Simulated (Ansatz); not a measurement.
Here is an Ansatz 0.2.0 calculation.

The input input.yaml:

```yaml
crystal:
  lattice:
    - [-1.641, 1.641, 1.641]
    - [1.641, -1.641, 1.641]
    - [1.641, 1.641, -1.641]
  atoms:
    - { symbol: Ti, position: [0.0, 0.0, 0.0] }
kpoints:
  mp_grid: { grid: [11, 11, 11] }
scf:
  occupations: { method: fermi_dirac, width: 0.05 }
hamiltonian:
  xc: revpbe
  dispersion: d3bj
  pseudopotentials: { kind: all_electron, lapw: { basis_error: 0.001 } }
output:
  forces: true
  stress: true
relax:
  f_tol: 0.01
  max_steps: 60
  cell: {}
```

Potentials or basis: all-electron LAPW, scalar-relativistic.

The run is started by

```sh
$ ansatz run input.yaml --threads 1 --pin off --max-ram 3072MiB --backend cpu --events-out ev --progress --plain --runs-dir out
```

(1) What does it give for the relaxed volume?

(2) Estimate the relaxed cell.

(3) Predict the space group after relaxing (to 0.05 Å).

Answers

(1) 15.83 Å³/atom.

(2) a = 2.739 Å, b = 2.739 Å, c = 2.739 Å, α = 109.47°, β = 109.47°, γ = 109.47°.

(3) Im-3m (No. 229).

Caveat: the volume moved by -10 % from the deposited cell, more than functionals usually miss.
